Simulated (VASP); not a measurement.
Input of a VASP 6.6.1 run:

File INCAR:

```
PREC     = Accurate       # precision mode
ENCUT    = 600            # plane-wave cutoff, eV
EDIFF    = 1E-6           # SCF threshold, eV
ISMEAR   = -1             # smearing method
SIGMA    = 0.05           # smearing width, eV
LREAL    = F              # projectors in reciprocal space
LASPH    = T              # aspherical terms in the spheres
NELM     = 80             # most SCF steps
ALGO     = Fast           # electronic algorithm
ISIF     = 3              # what is computed and relaxed
LWAVE    = F              # write WAVECAR
LCHARG   = F              # write CHGCAR
GGA      = RP             # functional
IBRION   = 2              # ionic algorithm
NSW      = 60             # ionic steps
EDIFFG   = -0.01          # ionic threshold
```

Contents of KPOINTS:

```
Automatic mesh
0
Gamma
  8 8 8
```

File POSCAR:

```
BeTe
1.0
    0.0000000000      2.7700000000      2.7700000000
    2.7700000000      0.0000000000      2.7700000000
    2.7700000000      2.7700000000      0.0000000000
Te Be
1 1
Direct
    0.7500000000      0.7500000000      0.7500000000
    0.0000000000      0.0000000000      0.0000000000
```

Potentials or basis: VASP PAW PBE potentials, release 64 (Te, Be).

The run is started by

```console
$ cat potpaw_PBE.64/Te/POTCAR potpaw_PBE.64/Be/POTCAR > POTCAR
$ mpirun -np 1 vasp_std > vasp.out
```

(1) What does it give for the relaxed cell?

(2) Estimate the relaxed volume.

Answers

(1) a = 4.044 Å, b = 4.044 Å, c = 4.044 Å, α = 60.00°, β = 60.00°, γ = 60.00°.

(2) 23.38 Å³/atom.

Caveat: the PAW data sets were made with another functional, which shifts forces and pressure a little; the volume moved by +10 % from the deposited cell, more than functionals usually miss.
